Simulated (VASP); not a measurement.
A run of VASP 6.6.1:

The input INCAR:

```
SYSTEM = SnS
PREC = Accurate
ENCUT = 520
EDIFF = 1E-7
ISMEAR = 0
SIGMA = 0.03
LREAL = .FALSE.
LASPH = .TRUE.
NELM = 80
ALGO = Fast
ISIF = 2
LWAVE = .FALSE.
LCHARG = .FALSE.
LNONCOLLINEAR = .TRUE.
MAGMOM = 0 0 0 0 0 0 0 0 0 0 0 0 0 0 0 0 0 0 0 0 0 0 0 0
LORBIT = 11
LSORBIT = .TRUE.
GGA_COMPAT = .FALSE.
GGA = PE
KPAR = 2
```

KPOINTS

```
regular mesh
0
G
  2 6 6
  0 0 0
```

The input POSCAR:

```
SnS                                     
1.0
   11.1022381053      0.0000000000      0.0000000000
    0.0000000000      3.9856084138     -0.0000000000
    0.0000000000      0.0000000000      4.2298611247
  Sn              S             
     4     4
Direct
     0.1185162781974909    0.2500000000000000    0.1099914101621251
     0.3814837218025092    0.7500000000000000    0.6099914101621250
     0.6185162781974910    0.2500000000000000    0.3900085898378749
     0.8814837218025090    0.7500000000000000    0.8900085898378750
     0.8532534565978834    0.2500000000000000    0.4743738979948287
     0.6467465434021166    0.7500000000000000    0.9743738979948288
     0.3532534565978835    0.2500000000000000    0.0256261020051713
     0.1467465434021167    0.7500000000000000    0.5256261020051712
```

Contents of KPOINTS_OPT:

```
explicit points
318
Reciprocal
 0.0000000000  0.0000000000  0.0000000000 1
 0.0000000000  0.0263157895  0.0000000000 1
 0.0000000000  0.0526315789  0.0000000000 1
 0.0000000000  0.0789473684  0.0000000000 1
 0.0000000000  0.1052631579  0.0000000000 1
 0.0000000000  0.1315789474  0.0000000000 1
[... 310 lines left out ...]
 0.0000000000  0.5000000000  0.0241422100 1
 0.0000000000  0.5000000000 -0.0241422100 1
```

Potentials or basis: VASP PAW PBE potentials, release 64 (Sn_d, S).

Command:

```sh
$ cat potpaw_PBE.64/Sn_d/POTCAR potpaw_PBE.64/S/POTCAR > POTCAR
$ mpirun -np 2 vasp_ncl > vasp.out
```

Hardware: 2 MPI ranks on AMD EPYC 9R14 (Zen 4) (shared host).

Q: Estimate the wall time of this run.

A: Wall time 52 min on 2 MPI ranks on AMD EPYC 9R14 (Zen 4) (shared host), peak memory 1.5 GiB a rank. Counts: scf iterations 136, k points 32.
